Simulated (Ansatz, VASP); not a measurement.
## BP (BP (F-43m)) in two plane-wave programs

Aim: how closely do two programs agree when they are given the same cell, functional and k mesh? The cell is taken from a series of runs on this material, whose earlier steps may have relaxed, scaled, displaced or heated it; both programs get it as it stands.

Main program and level: Ansatz 0.2.0; plane waves, with VASP 6.6.1 beside it; relaxation of cell and atoms at r2SCAN.

## Step 1: The structure

Symmetry: F-43m, No. 216, cubic system. Conventional cell: a = 4.520 Å, b = 4.520 Å, c = 4.520 Å, α = 90.00°, β = 90.00°, γ = 90.00°. Nearest to B lie 4 P at 1.96 Å. P has 4 B at 1.96 Å nearest. Farther neighbours are not listed.

As a file:

```cif
data_structure
_symmetry_space_group_name_H-M 'P 1'
_symmetry_Int_Tables_number 1
_cell_length_a 3.1963
_cell_length_b 3.1963
_cell_length_c 3.1963
_cell_angle_alpha 60.000
_cell_angle_beta 60.000
_cell_angle_gamma 60.000
_cell_volume 23.09
loop_
_atom_site_label
_atom_site_type_symbol
_atom_site_fract_x
_atom_site_fract_y
_atom_site_fract_z
_atom_site_occupancy
B1 B 0.00000 0.00000 0.00000 1
P2 P 0.25000 0.25000 0.25000 1
```

## Step 2: VASP: relaxation of cell and atoms, r2SCAN

The relaxed volume is the usual yardstick between codes: in a stiff, nearly cubic crystal its relative difference is about their pressure difference at one cell divided by the bulk modulus.

Lines of VASP's logs that name or quote its potential files are left out, and so is its time.

The input, INCAR:

```
SYSTEM = BP
PREC = Accurate
ENCUT = 550
EDIFF = 1E-07
NELM = 120
ISMEAR = 0
SIGMA = 0.01
LREAL = .FALSE.
ALGO = Normal
METAGGA = R2SCAN
LASPH = .TRUE.
NBANDS = 10
LORBIT = 11
LWAVE = .FALSE.
LCHARG = .FALSE.
ISIF = 3
IBRION = 2
NSW = 80
EDIFFG = -0.005
GGA_COMPAT = .FALSE.
NELMIN = 4
EFERMI = MIDGAP
LMIXTAU = .TRUE.
```

The input, POSCAR:

```
BP
1.0
    0.0000000000      2.2600950000      2.2600950000
    2.2600950000      0.0000000000      2.2600950000
    2.2600950000      2.2600950000      0.0000000000
B P
1 1
Direct
    0.0000000000      0.0000000000      0.0000000000
    0.2499998894      0.2499998894      0.2499998894
```

The input, KPOINTS:

```
Automatic mesh
0
Gamma
11 11 11
0 0 0
```

Potentials, in the order of the species: B and P (PBE family, release 64).

Command:

```bash
$ mpirun -np 1 vasp_std
```

Numbers of over 12 decimals in the logs are rounded to 6 here.

Log:

```text
[banner, memory and clock lines left out]
running    1 mpi-ranks, on    1 nodes
 distrk:  each k-point on    1 cores,    1 groups
 distr:  one band on    1 cores,    1 groups

 POSCAR found type information on POSCAR B P
 POSCAR found :  2 types and       2 ions
|                                                                             |
|               ----> ADVICE to this user running VASP <----                  |
|                                                                             |
|     You enforced a specific xc type in the INCAR file but a different       |
|     [... a line on the potential file left out ...]
|     I HOPE YOU KNOW WHAT YOU ARE DOING!                                     |
|                                                                             |

 LDA part: xc-table for (None), standard interpolation
 POSCAR, INCAR and KPOINTS ok, starting setup
 FFT: planning ... GRIDC
 FFT: planning ... GRID_SOFT
 FFT: planning ... GRID
 WAVECAR not read
 entering main loop
       N       E                     dE             d eps       ncg     rms          rms(c)
DAV:   1     0.621871640750E+01    0.62187E+01   -0.43330E+03  1120   0.782E+02
DAV:   2    -0.185540593850E+02   -0.24773E+02   -0.23077E+02  1588   0.120E+02
DAV:   3    -0.191903752721E+02   -0.63632E+00   -0.63499E+00  1348   0.176E+01
DAV:   4    -0.191928830410E+02   -0.25078E-02   -0.25075E-02  1406   0.126E+00
DAV:   5    -0.191928936463E+02   -0.10605E-04   -0.10605E-04  1332   0.772E-02    0.805E+00
DAV:   6    -0.172835908054E+02    0.19093E+01   -0.12264E+00  1342   0.662E+00    0.501E+00
DAV:   7    -0.171717080058E+02    0.11188E+00   -0.41061E-01  1160   0.390E+00    0.119E+00
DAV:   8    -0.171695248683E+02    0.21831E-02   -0.22076E-01  1136   0.376E+00    0.544E-01
DAV:   9    -0.172624511315E+02   -0.92926E-01   -0.12180E-02  1302   0.882E-01    0.356E-01
DAV:  10    -0.172706247929E+02   -0.81737E-02   -0.69477E-04  1268   0.219E-01    0.324E-01
DAV:  11    -0.173092317989E+02   -0.38607E-01   -0.81853E-03  1128   0.864E-01    0.983E-02
DAV:  12    -0.173114803016E+02   -0.22485E-02   -0.39254E-03  1286   0.561E-01    0.543E-02
DAV:  13    -0.173115438997E+02   -0.63598E-04   -0.93413E-05  1214   0.824E-02    0.356E-02
DAV:  14    -0.173115418873E+02    0.20124E-05   -0.99316E-07  1520   0.885E-03    0.375E-02
DAV:  15    -0.173116947555E+02   -0.15287E-03   -0.15729E-04  1126   0.101E-01    0.251E-02
DAV:  16    -0.173116967605E+02   -0.20051E-05   -0.59809E-06  1370   0.201E-02    0.384E-03
DAV:  17    -0.173116983824E+02   -0.16219E-05   -0.28770E-07  1206   0.538E-03    0.302E-03
DAV:  18    -0.173116980665E+02    0.31587E-06   -0.67068E-08   686   0.286E-03    0.197E-03
DAV:  19    -0.173116986855E+02   -0.61894E-06   -0.13208E-07  1016   0.329E-03    0.155E-03
DAV:  20    -0.173116985078E+02    0.17767E-06   -0.18563E-08   568   0.110E-03    0.874E-04
DAV:  21    -0.173116985784E+02   -0.70612E-07   -0.22521E-09   572   0.477E-04
   1 F= -.17311699E+02 E0= -.17311699E+02  d E =-.173117E+02
 curvature:   0.00 expect dE= 0.000E+00 dE for cont linesearch  0.000E+00
 trial: gam= 0.00000 g(F)=  0.376E-41 g(S)=  0.273E-02 ort = 0.000E+00 (trialstep = 0.100E+01)
 search vector abs. value=  0.273E-02
 bond charge predicted
       N       E                     dE             d eps       ncg     rms          rms(c)
DAV:   1    -0.173126384107E+02   -0.93990E-03   -0.49773E-02  1264   0.147E+00    0.312E-01
DAV:   2    -0.173120544621E+02    0.58395E-03   -0.26462E-03  1296   0.340E-01    0.183E-01
DAV:   3    -0.173118077794E+02    0.24668E-03   -0.69880E-04  1200   0.200E-01    0.582E-02
DAV:   4    -0.173119729278E+02   -0.16515E-03   -0.12591E-04  1154   0.944E-02    0.533E-02
DAV:   5    -0.173118553302E+02    0.11760E-03   -0.72891E-05  1126   0.713E-02    0.202E-02
DAV:   6    -0.173119589163E+02   -0.10359E-03   -0.61657E-05  1128   0.660E-02    0.137E-02
DAV:   7    -0.173119683855E+02   -0.94692E-05   -0.57671E-06  1216   0.227E-02    0.915E-03
DAV:   8    -0.173119684956E+02   -0.11010E-06   -0.10005E-06  1196   0.869E-03    0.335E-03
DAV:   9    -0.173119685582E+02   -0.62564E-07   -0.22930E-07  1134   0.422E-03
   2 F= -.17311969E+02 E0= -.17311969E+02  d E =-.269980E-03
 trial-energy change:   -0.000270  1 .order   -0.000289   -0.002728    0.002150
 step:   0.5535(harm=  0.5593)  dis= 0.00000  next Energy=   -17.312450 (dE=-0.752E-03)
 bond charge predicted
       N       E                     dE             d eps       ncg     rms          rms(c)
DAV:   1    -0.173125797900E+02   -0.61129E-03   -0.99460E-03  1266   0.659E-01    0.140E-01
DAV:   2    -0.173124605201E+02    0.11927E-03   -0.52022E-04  1296   0.151E-01    0.823E-02
DAV:   3    -0.173124131738E+02    0.47346E-04   -0.13775E-04  1200   0.887E-02    0.269E-02
DAV:   4    -0.173124464940E+02   -0.33320E-04   -0.24326E-05  1150   0.416E-02    0.243E-02
DAV:   5    -0.173124252364E+02    0.21258E-04   -0.14735E-05  1124   0.320E-02    0.902E-03
DAV:   6    -0.173124462715E+02   -0.21035E-04   -0.12425E-05  1126   0.296E-02    0.613E-03
DAV:   7    -0.173124488734E+02   -0.26018E-05   -0.11091E-06  1210   0.993E-03    0.409E-03
DAV:   8    -0.173124488776E+02   -0.41982E-08   -0.20495E-07  1160   0.397E-03
   3 F= -.17312449E+02 E0= -.17312449E+02  d E =-.750299E-03
 curvature:  -0.28 expect dE=-0.495E-07 dE for cont linesearch -0.495E-07
 trial: gam=-0.00799 g(F)=  0.172E-41 g(S)=  0.177E-06 ort = 0.220E-04 (trialstep = 0.911E+00)
 search vector abs. value=  0.111E-09
 reached required accuracy - stopping structural energy minimisation
```

From OUTCAR (step 2):

```text
ion  position               nearest neighbor table
   1  0.000  0.000  0.000-   2 1.96   2 1.96   2 1.96   2 1.96
   2  0.250  0.250  0.250-   1 1.96   1 1.96   1 1.96   1 1.96

  LATTYP: Found a face centered cubic cell.
 ALAT       =     4.5201900000

 Subroutine GETGRP returns: Found 24 space group operations
 (whereof 24 operations were pure point group operations)

The static configuration has the point symmetry T_d .

 Found     56 irreducible k-points:

   k-points           NKPTS =     56   k-points in BZ     NKDIM =     56   number of bands    NBANDS=     10

   dimension x,y,z NGX =    24 NGY =   24 NGZ =   24
   dimension x,y,z NGXF=    48 NGYF=   48 NGZF=   48

   ENCUT  =  550.0 eV  40.42 Ry    6.36 a.u.   6.11  6.11  6.11*2*pi/ulx,y,z

   NELECT =       8.0000    total number of electrons

 k-points in reciprocal lattice and weights: Automatic mesh
   0.00000000  0.00000000  0.00000000       0.001
   0.09090909  0.00000000  0.00000000       0.006
   0.18181818  0.00000000  0.00000000       0.006
   0.27272727  0.00000000  0.00000000       0.006
   0.36363636  0.00000000  0.00000000       0.006
   0.45454545  0.00000000  0.00000000       0.006
   0.09090909  0.09090909  0.00000000       0.005
   0.18181818  0.09090909  0.00000000       0.018
   0.27272727  0.09090909  0.00000000       0.018
[...]
-0.36363636  0.45454545  0.18181818       0.018
  -0.27272727  0.45454545  0.18181818       0.018

 average (electrostatic) potential at core
       1 -26.0144       2 -84.2730

 E-fermi :   8.1730

 k-point     1 :       0.0000    0.0000    0.0000
  band No.  band energies     occupation
      1      -8.8596      2.00000
      2       7.4370      2.00000
      3       7.4370      2.00000
      4       7.4370      2.00000
      5      11.0836      0.00000
      6      11.0836      0.00000
      7      11.0836      0.00000
      8      15.5122      0.00000
      9      19.8723      0.00000
    ...

 k-point     2 :       0.0909    0.0000    0.0000
  band No.  band energies     occupation
      1      -8.7025      2.00000
      2       6.2634      2.00000
      3       7.1720      2.00000
      4       7.1720      2.00000
      5      11.4522      0.00000
      6      11.4522      0.00000
      7      11.5265      0.00000
      8      15.9596      0.00000
      9      19.5053      0.00000
    ...

 k-point     3 :       0.1818    0.0000    0.0000
  band No.  band energies     occupation
      1      -8.2360      2.00000
      2       4.0589      2.00000
      3       6.6385      2.00000
      4       6.6385      2.00000
      5      11.8248      0.00000
      6      12.1634      0.00000
      7      12.1634      0.00000
      8      17.0521      0.00000
      9      18.8533      0.00000
    ...

  Total        0.0015643      0.0015643      0.0015643      0.0000000     -0.0000000      0.0000000
  in kB        0.1077047      0.1077047      0.1077047      0.0000000     -0.0000000      0.0000000
  external PRESSURE =       0.1077047 kB  Pullay stress =       0.0000000 kB

  energy-cutoff  :      550.00
  volume of cell :       23.27
      direct lattice vectors                 reciprocal lattice vectors
    -0.000000000  2.265953150  2.265953150    -0.220657695  0.220657695  0.220657695
     2.265953150  0.000000000  2.265953150     0.220657695 -0.220657695  0.220657695
     2.265953150  2.265953150  0.000000000     0.220657695  0.220657695 -0.220657695

 POSITION                                       TOTAL-FORCE (eV/Angst)
 -----------------------------------------------------------------------------------
     -0.00000      0.00000      0.00000        -0.000000     -0.000000     -0.000000
      1.13298      1.13298      1.13298         0.000000      0.000000      0.000000
 -----------------------------------------------------------------------------------
    total drift:                                0.000092      0.000092      0.000092

  FREE ENERGIE OF THE ION-ELECTRON SYSTEM (eV)
  ---------------------------------------------------
  free  energy   TOTEN  =       -17.3124488776 eV

  energy  without entropy=      -17.3124488776  energy(sigma->0) =      -17.31244888

 reached required accuracy - stopping structural energy minimisation

 total charge
# of ion       s       p       d       tot
------------------------------------------
    1        0.680   1.275   0.000   1.955
    2        0.985   1.590   0.000   2.575
--------------------------------------------------
tot          1.665   2.865   0.000   4.530

[... 3 further parts left out ...]
```

The run keeps the 24 symmetry operations of its start, so it cannot find a distortion of lower symmetry.

## Step 3: Ansatz: relaxation of cell and atoms, r2SCAN

Ansatz runs on its default PAW (the set named soft_2) files.

The same cell, functional and mesh now go to Ansatz.

The input, input.yaml:

```yaml
crystal:
  lattice:
    - [0.0, 2.2600946, 2.2600946]
    - [2.2600946, 0.0, 2.2600946]
    - [2.2600946, 2.2600946, 0.0]
  atoms:
    - { symbol: B, position: [0.0, 0.0, 0.0] }
    - { symbol: P, position: [0.25, 0.25, 0.25] }
basis:
  ecutwfc: 500
  xc_grid: 2
hamiltonian:
  xc: r2scan
kpoints:
  mp_grid: { grid: [11, 11, 11] }
scf:
  occupations: { method: fixed }
  max_iter: 100
relax:
  f_tol: 0.005
  max_steps: 60
  cell: {}
output:
  forces: true
  stress: true
checkpoint:
  write: "../cell.run"
  compress: false
  write_wavefunctions: false
  write_every: 100000
```

Command:

```bash
$ ansatz run input.yaml --threads 4 --pin off --max-ram 7536MiB --backend cpu --events-out ev --progress --plain --runs-dir out
```

Log:

```text
Engine: ansatz 0.2.0, x86_64-unknown-linux-gnu
Pseudopotentials: kind: paw
Pseudopotential: B, paw, valence charge 3, recommended cutoff 500 eV (meta_gga), B.paw.azcp
Pseudopotential: P, paw, valence charge 5, recommended cutoff 500 eV (meta_gga), P.paw.azcp
Functional definition: r2SCAN
  parameter k0 = 0.174
  parameter k1 = 0.065
  parameter a1 = 4.9479
  exchange = r2scan_x(k0 = k0, k1 = k1, a1 = a1)
  correlation = r2scan_c
Crystal: 2 atoms, lattice volume = 23.089 Å³
Basis set: ecut = 500 eV, 561 PW (Γ), exchange–correlation on 48×48×48 points (8 copies of the dense FFT grid, shifted against one another)
Bands: 8, of which v1, the nominal top of the filled ones, is band 4 counted from 1 (3 counted from 0)
Symmetry: 24 space group operations
Space group: F-43m (ITA 216), of the structure as read, at distance tolerance 2.8e-5 Å
k-points: 56 of 1331 (time reversal used)
Non-local potential: B, projectors of the file, l = 0: 2, l = 1: 2, l = 2: 1
Non-local potential: P, projectors of the file, l = 0: 2, l = 1: 2, l = 2: 2
PAW form: soft (Blöchl's): semilocal exchange-correlation on the pseudo side does not see the compensation charge
PAW frozen core: B, regenerated for the run's functional (the file was generated under x = pbe(κ = 0.804, μ = 0.219515), c = pbe(β = 0.066725))
PAW frozen core: P, regenerated for the run's functional (the file was generated under x = pbe(κ = 0.804, μ = 0.219515), c = pbe(β = 0.066725))
PAW one-centre angular grid: B, 302 points (default); XC on 160 Gauss nodes
PAW one-centre angular grid: P, 302 points (default); XC on 160 Gauss nodes
Initial density: superposition of atomic densities (neutral atoms: chi_scale 0, normalization atom), corrected by the library's trained network
Initial wavefunctions: pseudopotential atomic-orbital guess
Functional: x = r2scan, c = r2scan; τ floored in thin density (d = 2e-4 eV/Å³)
SCF iter   1: F=—  HF=-916.649138 eV  |F-HF|=—  |Δ(HF+E_count)|=         —  Δρ=4.37e-3  dr2=2.21e-3  dr2_τ=1.35e-1  ethr=1.77e-3  ⟨swp⟩=5.1  Hψ=3306  notcnv=0  defer=105
preconditioner: auto → none  [insulator: Δε(μ)=1.379 eV  Ē_g=13.694 eV  n_scr=0 (ndim 8)  ℏωp=21.9 eV  f_vac=0.000  ε∞_Penn≈3.5]
SCF iter   2: F=—  HF=-916.685754 eV  |F-HF|=—  |Δ(HF+E_count)|=   3.66e-2  Δρ=2.94e-3  dr2=9.29e-4  dr2_τ=3.82e-5  ethr=2.76e-5  ⟨swp⟩=3.0  Hψ=1334  notcnv=0  defer=107
SCF iter   3: F=—  HF=-916.685900 eV  |F-HF|=—  |Δ(HF+E_count)|=   1.46e-4  Δρ=9.80e-4  dr2=2.39e-4  dr2_τ=1.67e-5  ethr=1.16e-5  ⟨swp⟩=2.8  Hψ=781  notcnv=0  defer=105
SCF iter   4: F=—  HF=-916.685842 eV  |F-HF|=—  |Δ(HF+E_count)|=   5.83e-5  Δρ=2.86e-4  dr2=1.03e-5  dr2_τ=6.76e-7  ethr=2.99e-6  ⟨swp⟩=2.5  Hψ=690  notcnv=0  defer=105
SCF iter   5: F=—  HF=-916.685843 eV  |F-HF|=—  |Δ(HF+E_count)|=   1.13e-6  Δρ=4.63e-5  dr2=2.18e-7  dr2_τ=2.43e-8  ethr=1.28e-7  ⟨swp⟩=2.2  Hψ=664  notcnv=0  defer=95
SCF iter   6: F=-916.685843 eV  HF=-916.685843 eV  |F-HF|=5.42e-9  |Δ(HF+E_count)|=   5.16e-8  Δρ=8.13e-6  dr2=6.71e-9  dr2_τ=5.27e-10  ethr=1.25e-9  ⟨swp⟩=4.1  Hψ=1351  notcnv=0
SCF 1 converged in 6 iterations: F = -916.685843 eV  dr2 = 6.71e-9
  greatest PAW one-centre occupation: 0.774 electrons in one spin orbital (limit 2), on the P atom at site 1 (counted from 0), in its partial waves of l = 0
relax step   1: F+E_penalty+E_count = -916.68584298 eV  Δ(F+E_penalty+E_count) = +0.000e0 eV  max|allowed force component| = 3.608e-16 eV/Å  Δτ_max = 0.0000 Å  P = +1.872 GPa  Ω = 23.089 Å³  (6 SCF iters, dr2 threshold 1.00e-7 eV, accepted)
[...]
relax step   2: F+E_penalty+E_count = -916.68699907 eV  Δ(F+E_penalty+E_count) = -1.156e-3 eV  max|allowed force component| = 1.156e-16 eV/Å  Δτ_max = 0.0000 Å  P = +0.814 GPa  Ω = 23.229 Å³  energy of the carried Pulay correction = -1.790e-5 eV  (4 SCF iters, dr2 threshold 2.00e-7 eV, accepted)
[...]
relax step   3: F+E_penalty+E_count = -916.68726655 eV  Δ(F+E_penalty+E_count) = -2.675e-4 eV  max|allowed force component| = 6.939e-17 eV/Å  Δτ_max = 0.0000 Å  P = +0.013 GPa  Ω = 23.339 Å³  energy of the carried Pulay correction = -3.176e-5 eV  (4 SCF iters, dr2 threshold 2.00e-7 eV, accepted)
[...]
relax step   4: F+E_penalty+E_count = -916.68729923 eV  Δ(F+E_penalty+E_count) = -3.268e-5 eV  max|allowed force component| = 7.864e-17 eV/Å  Δτ_max = 0.0000 Å  P = +0.014 GPa  Ω = 23.339 Å³  stress off target by 1.42e-2 GPa  SCF on the basis re-selected at this cell (its energy is not comparable with the rows above)  (4 SCF iters)
basis re-selected at this cell: Δ(F+E_penalty+E_count) = -3.268e-5 eV, ΔP = +0.002 GPa vs the last step (what re-selecting the basis moved, of the pressure what is left beyond the Pulay correction that the steps carried, after the strain that the cell walked since its last selection, with what the two solves' SCF thresholds leave and, on support functions, any second-order correction that the steps lacked; it is no m [...]
SCF converged after 4 iterations
Free energy (F): -916.687299 eV
Harris-Foulkes:  -916.687299 eV  (|F-HF|=2.27e-13)
Internal energy: -916.687299 eV  (E = F + TS)
E sigma→0 (E₀):  -916.687299 eV
Fermi energy:    9.248733 eV
--- Per-component energies (eV) ---
  E_band       = 19.161385
  E_kinetic    = 121.492296
  E_local      = -66.742102  (includes V_loc(G=0)·N_el)
  E_nonlocal   = 44.164282
  E_hartree    = 17.035244
  E_xc         = -91.102542
  E_vxc        = -108.136193  (∫ρ·V_xc dr)
  E_paw        = -655.833227  (= ΣΔE_a)
  E_vpaw       = -10.621128  (= ΣTr[D̂ρ^β])
  E_aug_tail   = -0.000001  (compensation charges beyond the density's cutoff)
  E_vtau       = 4.933741  (kinetic-family band-sum trace: ∫τ·v_τ [+ j·A + Jᵃ·Aᵃ] dr)
  E_ewald      = -285.591966
  E_core_change = -0.109284  (= ΣΔE_core)
  E_smearing   = -0.000000  (= −TS)
  E_closure    = 0.000000  (closes the sum)
  Σ components = -916.687299   (vs F -916.687299, Δ=0.00e0)
--- Forces (eV/Å), atoms counted from 1 ---
  atom   1  B      0.00000000    -0.00000000    -0.00000000
  atom   2  P     -0.00000000    -0.00000000    -0.00000000
  max |Σ_I F_I| component: 1.46e-16 eV/Å
--- Stress (GPa, compression-positive) ---
        0.014223      -0.000000       0.000000
       -0.000000       0.014223       0.000000
        0.000000       0.000000       0.014223
  P = ⅓ Tr σ = 0.0142 GPa (0.142 kbar)
--- Relaxed structure (3 steps of the walk, 3 accepted, 1 SCFs on fresh bases) ---
  F+E_penalty+E_count = -916.68729923 eV   max|allowed force component| = 7.864e-17 eV/Å   (the final SCF, on the basis selected at the relaxed cell)
  cell:  # Å, volume = 23.3386 Å³
    - [0, 2.268202, 2.268202]
    - [2.268202, 0, 2.268202]
    - [2.268202, 2.268202, 0]
  atoms:
    - { symbol: B, position: [0, 0, 0] }
    - { symbol: P, position: [0.25, 0.25, 0.25] }
```

## Step 4: Side by side

Known differences besides the potentials themselves: VASP keeps PBE cores, Ansatz makes them for the functional; fixed occupations in Ansatz, narrow Gaussian smearing in VASP; the cutoff is 500 eV in Ansatz and 550 eV in VASP; Ansatz adds a Pulay correction to the stress that steers its cell, VASP none. Total energies have different zeros and are not compared.

Compared:

```
                                         quantity  Ansatz   VASP  difference
                                      volume (Å³)   23.34  23.27     +0.30 %
edge a after relaxation, in the typed setting (Å)   3.208  3.204     +0.10 %
```

## Step 5: Summary of results

| Item | Value |
| --- | --- |
| difference in volume (relaxation of cell and atoms, r2SCAN) | 0.30 % |

In words: The difference in volume is 0.30 % (relaxation of cell and atoms, r2SCAN), within the 1.2 % picked in this series as the mark of a large difference, as far as the stopping tolerances let one tell. How closely two codes agree says nothing of how well the functional describes the real material.

[Lines on the potential files, build, host, timing and source positions are cut from VASP's logs without a mark.]

[Logs are printed without paths, hosts, clocks, repeated set-up lines and the standing remarks that a program may print on its own settings, such as how far it seeks lower states.]

[Hosts, paths, dates, database ids (printed as entryN), source tags and the programs' standing remarks are cut or masked in the printed files.]
